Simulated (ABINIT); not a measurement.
HgTe (Coloradoite):

```xyz
2
Lattice="0.0000 3.2145 3.2145 3.2145 0.0000 3.2145 3.2145 3.2145 0.0000" Properties=species:S:1:pos:R:3 pbc="T T T"
Hg    0.0000    0.0000    0.0000
Te    4.8217    4.8217    4.8217
```

Base run:

| Quantity | Value |
| --- | --- |
| Program | ABINIT 10.8.3 (patched build) |
| Functional | PBEsol |
| Potentials or basis | PseudoDojo NC SR PBEsol v0.4.1 standard |
| Cutoff | 925 eV |
| k mesh | 5 × 5 × 5 |
| Occupations | fermi-dirac, width 0.05 eV |
| Spin | no spin polarisation |

Its results: band gap on the k mesh none (metal or under the smearing width); pressure 1.7 GPa.

Task: The run is repeated on the same cell with these changes: functional from PBEsol to LDA; potentials or basis from PseudoDojo NC SR PBEsol v0.4.1 standard to PseudoDojo NC SR LDA v0.4.1 standard; cutoff from 925 eV to 952 eV. What comes out?

Result: Band gap on the k mesh none (metal or under the smearing width); pressure 0.2 GPa.

Caveats: the cutoff is short for stress, so the pressure is rough (some runs).
